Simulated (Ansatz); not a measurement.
The system is Nb.

```xyz
1
Lattice="2.7196 0.0000 0.0000 0.0000 2.7196 0.0000 0.0000 0.0000 2.7196" Properties=species:S:1:pos:R:3 pbc="T T T"
Nb    1.3598    1.3598    1.3598
```

The cell was built by a generator and needn't be a form met in nature.

- Program: Ansatz 0.2.0
- Task: relaxation of cell and atoms
- Functional: HSE06
- Potentials or basis: Ansatz PAW
- Cutoff: 420 eV (not typed: the program's choice for these potentials)
- k mesh: 5 × 5 × 5
- Occupations: fermi-dirac, width 0.05 eV
- Spin: no spin polarisation

At the start: volume 20.12 Å³/atom.

Where does the relaxation end?

It ends after 4 steps and the volume is 20.93 Å³/atom (+4.1 %); space group Pm-3m (No. 221, to 0.05 Å).

Step by step:
```
step  energy change (eV)  largest force (eV/Å)  volume (Å³)
   1              0.0000                0.0000        20.12
   2             -0.0131                0.0000        20.95
   3             -0.0131                0.0000        20.93
   4             -0.0133                0.0000        20.93
```

Final structure:
```
CELL_PARAMETERS angstrom
2.75594 0.00000 0.00000
0.00000 2.75594 0.00000
0.00000 0.00000 2.75594
ATOMIC_POSITIONS crystal
Nb 0.50000 0.50000 0.50000
```

Caveat: the k mesh is coarse (spacing up to 0.46 Å⁻¹), so the values aren't converged, least of all with exact exchange; the plane-wave basis is chosen anew once the cell has moved, so the energies of steps on either side of that aren't comparable; the PAW data sets come from PBE, with cores solved anew for the run's functional, which leaves a small shift of forces and pressure.
